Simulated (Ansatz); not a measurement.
The system is W.

```
CELL_PARAMETERS angstrom
-1.58234 1.58234 1.58234
1.58234 -1.58234 1.58234
1.58234 1.58234 -1.58234
ATOMIC_POSITIONS crystal
W 0.00000 0.00000 0.00000
```

* Program: Ansatz 0.2.0
* Task: single point
* Functional: PBEsol
* Potentials or basis: Ansatz PAW
* Cutoff: 420 eV (not typed: the program's choice for these potentials)
* k mesh: 12 × 12 × 12
* Occupations: fermi-dirac, width 0.05 eV
* Spin: no spin polarisation

On this cell: pressure -3.0 GPa; band gap on the k mesh none (metal or under the smearing width).

The same run follows on a disturbed copy (cell strained at random at fixed volume):

```
W
1.0
    -1.54480    1.61508    1.63102
     1.57115   -1.54525    1.58754
     1.54570    1.54614   -1.56120
W
1
Direct
  0.01093 0.00770 0.02297
```

Q: What does the disturbed cell give?

A: The energy (extrapolated to zero smearing) moves by +22.0 meV/atom; pressure -2.8 GPa; band gap on the k mesh none (metal or under the smearing width).

Stress tensor (GPa, compression positive):
```
 2.82  0.60 -2.02
 0.60 -2.91 -5.93
-2.02 -5.93 -8.29
```

Caveats: the PAW data sets come from PBE, with cores solved anew for the run's functional, which leaves a small shift of forces and pressure.
